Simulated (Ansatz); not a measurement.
Hg under pressure: fit and missing row

Hg, P6_3/mmc, a = 3.301 Å, c = 5.032 Å. This isn't the element's structure at ambient conditions. Ansatz: PBEsol, PAW, 420 eV, Γ-centred 15×15×8 mesh on 2 atoms, Gaussian smearing 0.10 eV; no spin polarisation. Cell and atoms are relaxed at each pressure, and no other structure is tried, so the rows at high pressure may lie past a change of phase.

```tsv
V (Å³/atom)	P (GPa)
14.628	90.01
16.211	50.01
18.003	24.99
19.701	11.99
21.593	4.05
23.029	1.02
23.743	0.00
?	-0.99
```

Take V0 = 23.743 Å³/atom, fit the third-order Birch–Murnaghan form to the other rows, and predict the missing volume.

With the Eulerian strain f = ½[(V0/V)^(2/3) − 1] and y = P/[3f(1 + 2f)^(5/2)], the form is the line y = B0 + 1.5 B0 (B0′ − 4) f. Rows (f, y): 0.19056, 70.2; 0.14484, 60.9; 0.10131, 51.8; 0.06624, 44.2; 0.03266, 35.3; 0.01028, 31.4. Means f = 0.09098, y = 48.967; Σ(Δf)² = 0.02345, ΣΔfΔy = 5.119; the slope is their ratio. y = 29.11 + 218.3 f GPa, so B0 = 29.1 GPa and B0′ = 4 + 2 × (218.3)/(3 × 29.11) = 9.00. P = -0.99 GPa is met at f = -0.01351 (y = 26.16), so V = V0 (1 + 2f)^(−3/2) = 24.739 Å³/atom. The run gave 24.598 Å³/atom, so the fit is 0.141 Å³/atom too high, 1.4 % of the span of the series, against an rms of 0.025 Å³/atom on the fitted rows. The row lies outside the fitted range. A fourth-order term fitted to the same rows gives P = -0.84 GPa at this row's volume (the line -0.88, the run -0.99), no gain. With a term in f² added B0′ becomes 9.63, so this figure hangs on the form. A B0′ outside 2 to 8 is unusual except in layered or molecular crystals, and here it hangs on few rows.

The mesh isn't the same in all rows (15×15×8, 18×18×10). Spin–orbit coupling is left out, which can shift energies with elements as heavy as these.